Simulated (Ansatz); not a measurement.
**InCuS$_{2}$ in the chalcopyrite structure (space group I-42d, No. 122)**

```xyz
8
Lattice="-2.7885 2.7885 5.6173 2.7885 -2.7885 5.6173 2.7885 2.7885 -5.6173" Properties=species:S:1:pos:R:3 pbc="T T T"
Cu     0.0000     2.7885     2.8086
Cu     0.0000     0.0000     0.0000
In     2.7885     0.0000     2.8086
In     0.0000     0.0000     5.6173
S      1.3943     1.2270    -1.4043
S      1.3943     1.5615     4.2130
S      1.5615    -1.3943     7.0216
S      1.2270     4.1828     1.4043
```

Level of theory: Ansatz (an electronic-structure program) PBE, no spin-orbit coupling, earlier PAW set. k-mesh 8×8×8 (Γ-centred); smearing 0.05 eV (Fermi–Dirac).

* **Volume per atom**: 21.84 Å³
* **Density**: 4.61 g/cm³
* **Band gap**: zero
* **Total energy**: -3507.298 eV/atom (σ→0; compares only within this code and set-up)

Whether these cells are dynamically stable was not tested. All final runs are without spin polarisation. Gaps under 0.05 eV, about the width of the smearing, are given as zero. A zero or small gap of InCuS2 can be the functional's error rather than a property of the material.
